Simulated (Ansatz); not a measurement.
Runs of Ansatz 0.2.0 on MgS (Niningerite). It takes space group Fm-3m (No. 225, cubic). The conventional cell has a = 5.203 Å, b = 5.203 Å, c = 5.203 Å, α = 90.00°, β = 90.00°, γ = 90.00°. S (site symmetry m-3m) has 6 Mg at 2.60 Å as nearest neighbours. Mg (site symmetry m-3m) is surrounded by 6 S at 2.60 Å. 

| task | level | cutoff (eV) | smearing | gap on the mesh (eV) | pressure (GPa) |
| --- | --- | --- | --- | --- | --- |
| single point | PBEsol | 184 | gaussian 0.02 eV | 2.83 | -1.0 |
| band structure | RPBE+D3(BJ) | 183 | gaussian 0.1 eV | 3.07 | (a) |
| band structure | PBEsol+D3(BJ) | 184 | gaussian 0.1 eV | 2.83 | -3.8 |
| single point | RPBE | 183 | gaussian 0.1 eV | 3.07 | 3.3 |
| band structure | revPBE | 183 | fermi-dirac 0.05 eV | (b) | 2.9 |

Alike in all rows: potentials or basis all-electron LAPW, scalar-relativistic; no spin polarisation; cell as given; k mesh 9 × 9 × 9; basis error allowed 0.001 eV/atom.

**Question.** Fill in the values left out.

**Answer.** (a) -13.3; (b) 3.04.

Caveats: the mesh misses the band edges, which the band path finds closer together (some runs); an odd mesh through Γ misses points on the zone boundary, where band edges often lie (some runs).

Runs at the PBE level aren't shown here.
